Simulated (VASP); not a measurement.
# InSe (P-6m2) in VASP: a series of runs, part 2 of 2

VASP 6.6.1.

## Step 3: Core levels, PBE

File INCAR:

```
PREC     = Accurate       # precision mode
ENCUT    = 520            # plane-wave cutoff, eV
EDIFF    = 1E-7           # SCF threshold, eV
ISMEAR   = 0              # smearing method
SIGMA    = 0.02           # smearing width, eV
LREAL    = F              # projectors in reciprocal space
LASPH    = T              # aspherical terms in the spheres
NELM     = 100            # most SCF steps
ALGO     = Normal         # electronic algorithm
ISIF     = 2              # what is computed and relaxed
LWAVE    = F              # write WAVECAR
LCHARG   = F              # write CHGCAR
GGA      = PE             # functional
ICORELEVEL= 1
```

File KPOINTS:

```
regular mesh
0
Gamma
  6 6 2
```

File POSCAR:

```
InSe
1.0
    4.0473293151      0.0000000000      0.0000000000
   -2.0236646576      3.5050900044      0.0000000000
    0.0000000000      0.0000000000     18.0520649100
In Se
4 4
Direct
    0.3333333333      0.6666666667      0.0773904900
    0.3333333333      0.6666666667      0.9226095100
    0.0000000000      0.0000000000      0.4226063200
    0.0000000000      0.0000000000      0.5773936800
    0.3333333333      0.6666666667      0.3529842800
    0.3333333333      0.6666666667      0.6470157200
    0.6666666667      0.3333333333      0.1469999300
    0.6666666667      0.3333333333      0.8530000700
```

Potentials or basis: VASP PAW PBE potentials, release 64 (In_d, Se).

Run with:

```sh
$ cat potpaw_PBE.64/In_d/POTCAR potpaw_PBE.64/Se/POTCAR > POTCAR
$ mpirun -np 1 vasp_std > vasp.out
```

OUTCAR:

```text
PREC = Accurate
   ENCUT = 520
   EDIFF = 1E-7
   ISMEAR = 0
   LREAL = F
   LASPH = T
   NELM = 100
   ISIF = 2
   GGA = PE

 ion  position               nearest neighbor table
   1  0.333  0.667  0.077-   7 2.65   7 2.65   7 2.65   2 2.79
   2  0.333  0.667  0.923-   8 2.65   8 2.65   8 2.65   1 2.79
   3  0.000  0.000  0.423-   5 2.65   5 2.65   5 2.65   4 2.79
   4  0.000  0.000  0.577-   6 2.65   6 2.65   6 2.65   3 2.79
   5  0.333  0.667  0.353-   3 2.65   3 2.65   3 2.65
   6  0.333  0.667  0.647-   4 2.65   4 2.65   4 2.65
   7  0.667  0.333  0.147-   1 2.65   1 2.65   1 2.65
   8  0.667  0.333  0.853-   2 2.65   2 2.65   2 2.65

  LATTYP: Found a hexagonal cell.
 ALAT       =     4.0473293151
 C/A-ratio  =     4.4602411874

  Lattice vectors:

 A1 = (   4.0473293151,   0.0000000000,   0.0000000000)
 A2 = (  -2.0236646576,   3.5050900044,   0.0000000000)
 A3 = (   0.0000000000,   0.0000000000,  18.0520649100)

Analysis of symmetry for initial positions (statically):
=====================================================================
 Subroutine PRICEL returns:
 Original cell was already a primitive cell.

 Routine SETGRP: Setting up the symmetry group for a
 hexagonal supercell.

 Subroutine GETGRP returns: Found 12 space group operations
 (whereof 12 operations were pure point group operations)
 out of a pool of 24 trial point group operations.

The static configuration has the point symmetry D_3h.

Analysis of symmetry for dynamics (positions and initial velocities):
=====================================================================
 Subroutine PRICEL returns:
 Original cell was already a primitive cell.

 Routine SETGRP: Setting up the symmetry group for a
 hexagonal supercell.

[... 148 lines left out ...]
  ext. energy  EPLUGINS =         0.00000000
  ---------------------------------------------------
  free energy    TOTEN  =       -28.39715821 eV

  energy without entropy =      -28.39715821  energy(sigma->0) =      -28.39715821

 the core state eigenenergies are
   1-  1s -27740.3072  2s  -4146.8219  2p  -3720.8028  3s   -780.7821  3p   -641.3365
       3d   -425.0042  4s   -112.1196  4p    -70.5998
   2-  1s -27740.3072  2s  -4146.8219  2p  -3720.8028  3s   -780.7821  3p   -641.3365
       3d   -425.0042  4s   -112.1196  4p    -70.5998
   3-  1s -27740.3102  2s  -4146.8249  2p  -3720.8058  3s   -780.7851  3p   -641.3395
       3d   -425.0072  4s   -112.1226  4p    -70.6027
   4-  1s -27740.3102  2s  -4146.8249  2p  -3720.8058  3s   -780.7851  3p   -641.3395
       3d   -425.0072  4s   -112.1226  4p    -70.6027
   5-  1s -12494.1854  2s  -1597.6999  2p  -1404.0489  3s   -204.3702  3p   -143.8410
       3d    -44.0264
   6-  1s -12494.1854  2s  -1597.6999  2p  -1404.0489  3s   -204.3702  3p   -143.8410
       3d    -44.0264
   7-  1s -12494.1813  2s  -1597.6959  2p  -1404.0449  3s   -204.3664  3p   -143.8372
       3d    -44.0226
   8-  1s -12494.1813  2s  -1597.6959  2p  -1404.0449  3s   -204.3664  3p   -143.8372
       3d    -44.0226

 E-fermi :   3.1596     XC(G=0):  -8.4014

 val. band max:        3.0280308060   @ k =   0.0000   0.0000   0.0000
 cond. band min:       3.7445641823   @ k =   0.0000   0.0000   0.0000
 fundamental gap:      0.7165333763
 Fermi energy:         3.1596221692

 k-point     1 :       0.0000    0.0000    0.0000
  band No.  band energies     occupation
      1     -11.5007      2.00000
      2     -11.4978      2.00000
      3     -11.3145      2.00000
      4     -11.3145      2.00000
      5     -11.3117      2.00000
      6     -11.3117      2.00000
[... 265 lines left out ...]
     32       0.3906      2.00000
     33       0.4347      2.00000

------------------------ aborting loop because EDIFF is reached ----------------------------------------

  FORCE on cell =-STRESS in cart. coord.  units (eV):
  Direction    XX          YY          ZZ          XY          YZ          ZX
  --------------------------------------------------------------------------------------
  -------------------------------------------------------------------------------------
  Total        2.3899926      2.3899926      2.2599409     -0.0000000      0.0000000      0.0000000
  in kB       14.9524559     14.9524559     14.1388164     -0.0000000      0.0000000      0.0000000
  external PRESSURE =      14.6812428 kB  Pullay stress =       0.0000000 kB

 VOLUME and BASIS-vectors are now :
 -----------------------------------------------------------------------------
  energy-cutoff  :      520.00
  volume of cell :      256.09
      direct lattice vectors                 reciprocal lattice vectors
     4.047329315  0.000000000  0.000000000     0.247076510  0.142649689  0.000000000
    -2.023664658  3.505090004  0.000000000     0.000000000  0.285299379  0.000000000
     0.000000000  0.000000000 18.052064910     0.000000000  0.000000000  0.055395325

 POSITION                                       TOTAL-FORCE (eV/Angst)
 -----------------------------------------------------------------------------------
     -0.00000      2.33673      1.39706         0.000000     -0.000000     -0.111772
     -0.00000      2.33673     16.65501         0.000000     -0.000000      0.111772
      0.00000      0.00000      7.62892        -0.000000      0.000000      0.110607
      0.00000      0.00000     10.42315        -0.000000      0.000000     -0.110607
     -0.00000      2.33673      6.37210         0.000000      0.000000     -0.252420
     -0.00000      2.33673     11.67997         0.000000      0.000000      0.252420
      2.02366      1.16836      2.65365         0.000000     -0.000000      0.253819
      2.02366      1.16836     15.39841         0.000000      0.000000     -0.253819
 -----------------------------------------------------------------------------------
    total drift:                               -0.000001      0.000000     -0.000000

  FREE ENERGIE OF THE ION-ELECTRON SYSTEM (eV)
  ---------------------------------------------------
  free  energy   TOTEN  =       -28.3971582097 eV

  energy  without entropy=      -28.3971582097  energy(sigma->0) =      -28.39715821
```

Run time: 2.5 min. Hardware: 1 thread of Intel Xeon 6975P-C (Granite Rapids), shared host; peak memory 0.41 GiB.

Results:

* Free energy: -28.3972 eV
* Pressure: 1.5 GPa
* Largest force: 0.254 eV/Å
* Band gap on the k mesh: 0.72 eV, direct

Forces in eV/Å, atoms in the order of the input:
```
In   0.000  0.000 -0.112
In   0.000  0.000  0.112
In   0.000  0.000  0.111
In   0.000  0.000 -0.111
Se   0.000  0.000 -0.252
Se   0.000  0.000  0.252
Se   0.000  0.000  0.254
Se   0.000  0.000 -0.254
```

Levels at points of the mesh, in eV from the valence-band top:
| k point | band 36 | band 37 | band 38 | band 39 | band 40 | band 41 |
| --- | --- | --- | --- | --- | --- | --- |
| (0.00, 0.00, 0.00) | -0.95 | -0.94 | 0.00 | 0.72 | 1.50 | 2.24 |
| (0.50, 0.00, 0.00) | -1.86 | -1.44 | -1.31 | 1.72 | 1.72 | 1.94 |
| (0.00, 0.00, 0.50) | -0.97 | -0.55 | -0.54 | 1.18 | 1.20 | 2.26 |
| (0.50, 0.00, 0.50) | -1.90 | -1.38 | -1.34 | 1.62 | 1.70 | 1.94 |

Core levels (eV, on the scale of the bands):
```tsv
atom	levels
1 In	1s -27740.3, 2s -4146.8, 2p -3720.8, 3s -780.8, 3p -641.3, 3d -425.0, 4s -112.1, 4p -70.6
2 In	1s -27740.3, 2s -4146.8, 2p -3720.8, 3s -780.8, 3p -641.3, 3d -425.0, 4s -112.1, 4p -70.6
3 In	1s -27740.3, 2s -4146.8, 2p -3720.8, 3s -780.8, 3p -641.3, 3d -425.0, 4s -112.1, 4p -70.6
4 In	1s -27740.3, 2s -4146.8, 2p -3720.8, 3s -780.8, 3p -641.3, 3d -425.0, 4s -112.1, 4p -70.6
5 Se	1s -12494.2, 2s -1597.7, 2p -1404.0, 3s -204.4, 3p -143.8, 3d -44.0
6 Se	1s -12494.2, 2s -1597.7, 2p -1404.0, 3s -204.4, 3p -143.8, 3d -44.0
```

Caveat: spin-orbit coupling is left out, which moves the levels of the heavy elements; this functional lacks dispersion, which binds the layers, so the pressure and a relaxed spacing across them are unreliable. A hybrid or GW would open this gap; PBE tends to underestimate it.

## Step 4: The reference run

An earlier run on the cell as given: functional PBEsol; potentials or basis VASP PAW PBE potentials, release 64 (In_d, Se); cutoff 520 eV; k mesh 8 × 8 × 2; occupations fermi-dirac, width 0.05 eV; no spin polarisation.

- Pressure: -0.7 GPa
- Largest force: 0.081 eV/Å
- Band gap on the k mesh: 0.63 eV, direct

## Step 5: Summary

| task | level | k mesh | smearing | ladder | gap on the mesh (eV) | pressure (GPa) | largest force (eV/Å) |
| --- | --- | --- | --- | --- | --- | --- | --- |
| electric field gradients | PBE | 6 × 6 × 2 | gaussian 0.02 eV | - | 0.72 | 1.5 | 0.25 |
| core levels | PBE | 6 × 6 × 2 | gaussian 0.02 eV | - | 0.72 | 1.5 | 0.25 |
| single point | PBEsol | 8 × 8 × 2 | fermi-dirac 0.05 eV | free | 0.63 | -0.7 | 0.08 |

Alike in all rows: potentials or basis VASP PAW PBE potentials, release 64 (In_d, Se); no spin polarisation; cell as given; cutoff (eV) 520.

On the cell as given the gap runs from 0.63 eV (PBEsol) to 0.72 eV (PBE); the meshes differ, which moves gaps too. The pressure there spans -0.7 GPa (PBEsol) to 1.5 GPa (PBE); a positive pressure means that this level wants a larger cell, a negative one a smaller.

Caveats: spin-orbit coupling is left out, which moves the levels of the heavy elements; this functional lacks dispersion, which binds the layers, so the pressure and a relaxed spacing across them are unreliable; the PAW data sets were made with another functional, which shifts forces and pressure a little (some runs).

Absolute energies hang on the potentials; compare differences alone.
